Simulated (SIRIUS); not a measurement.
Runs of SIRIUS 7.12.0 on AlCo. It takes space group Pm-3m (No. 221, cubic). The conventional cell has a = 2.819 Å, b = 2.819 Å, c = 2.819 Å, α = 90.00°, β = 90.00°, γ = 90.00°. Co (site symmetry m-3m) is surrounded by 8 Al at 2.44 Å. Around Al (site symmetry m-3m) lie 8 Co at 2.44 Å. The cell is a database's computed one.

```csv
level,k mesh,local orbitals (radial functions),smallest sphere radius times basis cutoff,V0 of scaled cells (Å³/atom),B0 (GPa)
PBE+D3,7 × 7 × 7,-,-,11.21,192
PBE,9 × 9 × 9,"Al 12, Co 13",8.42,(a),(c)
PBE+D4,7 × 7 × 7,-,-,11.22,194
PBE+D3(BJ),7 × 7 × 7,-,-,11.18,195
PBE,7 × 7 × 7,-,-,11.58,(b)
```

Alike in all rows: task equation of state; potentials or basis all-electron FP-LAPW, apw+lo standard; spin collinear, ferromagnetic start; cell as given; cutoff (eV) 205; smearing fermi-dirac 0.05 eV.

Q: Fill in the values left out.

A: (a) 11.59; (b) 174; (c) 178.

Not every run made on this cell is shown here.
